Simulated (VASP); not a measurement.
# Tb (Fm-3m) in VASP: single point with PBE

Aim: the single point of Tb with PBE.

All numbers are computed with VASP 6.6.1; they aren't measurements. Logs are shortened: lines on timing, memory, paths and dates and some standing lists are left out, and cuts for length are marked.

**1. The crystal as given**

It takes space group Fm-3m (No. 225, cubic). The conventional cell has a = 5.037 Å, b = 5.037 Å, c = 5.037 Å, α = 90.00°, β = 90.00°, γ = 90.00°. Around Tb (site symmetry m-3m) lie 12 Tb at 3.56 Å.

The cell was built by a generator and needn't be a form met in nature.

**2. Single point, PBE, collinear spin, typed start**

The input, INCAR:

```
ALGO = Normal
EDIFF = 1E-6
ENCUT = 520
GGA = PE
ISIF = 2
ISMEAR = 0
ISPIN = 2
LASPH = True
LCHARG = False
LMAXMIX = 6
LORBIT = 11
LREAL = False
LWAVE = False
MAGMOM = 6
NBANDS = 20
NELM = 150
PREC = Accurate
SIGMA = 0.05
```

The input, KPOINTS:

```
k-points
0
Gamma
  14 14 14
```

The input, POSCAR:

```
Tb
1.0
    0.0000000000      2.5182754115      2.5182754115
    2.5182754115      0.0000000000      2.5182754115
    2.5182754115      2.5182754115      0.0000000000
Tb
1
Direct
    0.0000000000      0.0000000000      0.0000000000
```

Potentials or basis: VASP PAW PBE potentials, release 64 (Tb).

Started as:

```sh
> cat potpaw_PBE.64/Tb/POTCAR > POTCAR
> mpirun -np 1 vasp_std > vasp.out
```

OUTCAR:

```text
EDIFF = 1E-6
   ENCUT = 520
   GGA = PE
   ISIF = 2
   ISMEAR = 0
   ISPIN = 2
   LASPH = True
   LORBIT = 11
   LREAL = False
   NELM = 150
   PREC = Accurate

 ion  position               nearest neighbor table
   1  0.000  0.000  0.000-

  LATTYP: Found a face centered cubic cell.
 ALAT       =     5.0365508230

  Lattice vectors:

 A1 = (   0.0000000000,   2.5182754115,   2.5182754115)
 A2 = (   2.5182754115,   0.0000000000,   2.5182754115)
 A3 = (   2.5182754115,   2.5182754115,   0.0000000000)

Analysis of symmetry for initial positions (statically):
=====================================================================
 Subroutine PRICEL returns:
 Original cell was already a primitive cell.

 Routine SETGRP: Setting up the symmetry group for a
 face centered cubic supercell.

 Subroutine GETGRP returns: Found 48 space group operations
 (whereof 48 operations were pure point group operations)
 out of a pool of 48 trial point group operations.

The static configuration has the point symmetry O_h .

Analysis of symmetry for dynamics (positions and initial velocities):
=====================================================================
 Subroutine PRICEL returns:
 Original cell was already a primitive cell.

 Routine SETGRP: Setting up the symmetry group for a
 face centered cubic supercell.

 Subroutine GETGRP returns: Found 48 space group operations
 (whereof 48 operations were pure point group operations)
 out of a pool of 48 trial point group operations.

The dynamic configuration has the point symmetry O_h .

Analysis of structural, dynamic, and magnetic symmetry:
=====================================================================
 Subroutine PRICEL returns:
 Original cell was already a primitive cell.

 Routine SETGRP: Setting up the symmetry group for a
 face centered cubic supercell.

 Subroutine GETGRP returns: Found 48 space group operations
 (whereof 48 operations were pure point group operations)
 out of a pool of 48 trial point group operations.

The overall configuration has the point symmetry O_h .

 Subroutine INISYM returns: Found 48 space group operations
 (whereof 48 operations are pure point group operations),
 and found     1 'primitive' translations

----------------------------------------------------------------------------------------

                                     Primitive cell

  volume of cell :      31.9403

  direct lattice vectors                    reciprocal lattice vectors
     0.000000000  2.518275411  2.518275411    -0.198548577  0.198548577  0.198548577
     2.518275411  0.000000000  2.518275411     0.198548577 -0.198548577  0.198548577
[... 102 lines left out ...]
     AMIX     =   0.40;   BMIX     =  1.00
     AMIX_MAG =   1.60;   BMIX_MAG =  1.00
  volume/ion in A,a.u.               =      31.94       215.54
  Fermi-wavevector in a.u.,A,eV,Ry     =   1.376827  2.601826 25.791931  1.895653
  Thomas-Fermi vector in A             =   2.502036
   LORBIT       =     11    0 simple, 1 ext, 2 COOP (PROOUT), +10 PAW based schemes
   GGA     = PE    functional components
   LHFCALC =     F    Hartree Fock is set to
   AEXX    =    0.0000 exact exchange contribution
   IVDW    =     0    specifies the selected vdW correction
   LEPSILON=     F    determine dielectric tensor
   LRPA    =     F    only Hartree local field effects (RPA)
 spin polarized calculation
 Gauss-broadening in eV      SIGMA  =   0.05
  energy-cutoff  :      520.00
  volume of cell :       31.94
 maximum number of plane-waves:       883
   NGX = 13   NGY = 13   NGZ = 13

 number of electron      19.0000008 magnetization       5.8968008

 Free energy of the ion-electron system (eV)
  ---------------------------------------------------
  ext. energy  EPLUGINS =         0.00000000
  ---------------------------------------------------
  free energy    TOTEN  =        -9.53398099 eV

  energy without entropy =       -9.52763090  energy(sigma->0) =       -9.53080595

 E-fermi :   2.9175     XC(G=0): -10.1135

 val. band max:        2.9130378073   @ k =   0.4286   0.0714   0.0000
 cond. band min:       2.9179621218   @ k =  -0.3571   0.0714   0.0000
 fundamental gap:      0.0049243145
 Fermi energy:         2.9174729502

 spin component 1

 k-point     1 :       0.0000    0.0000    0.0000
  band No.  band energies     occupation
      1     -43.1947      1.00000
      2     -19.4465      1.00000
      3     -19.4465      1.00000
      4     -19.4465      1.00000
      5      -2.0445      1.00000
      6      -1.2650      1.00000
[... 541 lines left out ...]
     19      15.8634      0.00000
     20      17.0041      0.00000

 [... further k-points ...]

 spin component 2

 k-point     1 :       0.0000    0.0000    0.0000
  band No.  band energies     occupation
      1     -40.6172      1.00000
      2     -17.5430      1.00000
      3     -17.5430      1.00000
      4     -17.5429      1.00000
      5      -1.6863      1.00000
      6       2.5137      1.00000
[... 541 lines left out ...]
     19      16.4402      0.00000
     20      17.5870      0.00000

 [... further k-points ...]

------------------------ aborting loop because EDIFF is reached ----------------------------------------

  FORCE on cell =-STRESS in cart. coord.  units (eV):
  Direction    XX          YY          ZZ          XY          YZ          ZX
  --------------------------------------------------------------------------------------
  -------------------------------------------------------------------------------------
  Total        0.0595345      0.0595345      0.0595345      0.0000000      0.0000000     -0.0000000
  in kB        2.9863408      2.9863408      2.9863408      0.0000000      0.0000000     -0.0000000
  external PRESSURE =       2.9863408 kB  Pullay stress =       0.0000000 kB

 VOLUME and BASIS-vectors are now :
 -----------------------------------------------------------------------------
  energy-cutoff  :      520.00
  volume of cell :       31.94
      direct lattice vectors                 reciprocal lattice vectors
     0.000000000  2.518275411  2.518275411    -0.198548577  0.198548577  0.198548577
     2.518275411  0.000000000  2.518275411     0.198548577 -0.198548577  0.198548577
     2.518275411  2.518275411  0.000000000     0.198548577  0.198548577 -0.198548577

 POSITION                                       TOTAL-FORCE (eV/Angst)
 -----------------------------------------------------------------------------------
      0.00000      0.00000      0.00000         0.000000     -0.000000     -0.000000
 -----------------------------------------------------------------------------------
    total drift:                               -0.000000     -0.000000     -0.000000

  FREE ENERGIE OF THE ION-ELECTRON SYSTEM (eV)
  ---------------------------------------------------
  free  energy   TOTEN  =        -9.5339809944 eV

  energy  without entropy=       -9.5276309018  energy(sigma->0) =       -9.53080595

 total charge

# of ion       s       p       d       f       tot
--------------------------------------------------
    1        2.088   5.595   0.517   8.115  16.315

 magnetization (x)

# of ion       s       p       d       f       tot
--------------------------------------------------
    1        0.001  -0.049   0.073   5.681   5.706
```

stdout:

```text
POSCAR found type information on POSCAR Tb
 POSCAR found :  1 types and       1 ions
 scaLAPACK will be used
 LDA part: xc-table for (Slater+PW92), standard interpolation
 POSCAR, INCAR and KPOINTS ok, starting setup
 FFT: planning ... GRIDC
 FFT: planning ... GRID_SOFT
 FFT: planning ... GRID
 WAVECAR not read
 entering main loop
```

It took 4.5 min on 1 thread of Intel Xeon Platinum 8488C (Sapphire Rapids), shared host; peak memory 0.26 GiB.

What came out:

```yaml
Free_energy: -9.5340 eV
Pressure: 0.3 GPa
Band_gap_on_the_k_mesh: none (metal or under the smearing width)
Net_moment: 5.90 μB per cell
Site_moments: Tb +5.71 μB
Valence_electrons_inside_the_program's_atomic_spheres: Tb 16.32
```

Caveat: the magnetic or orbital state may not be the lowest; spin-orbit coupling is left out, which moves the levels of the heavy elements. The state reached can hang on the start; a lower one may exist.
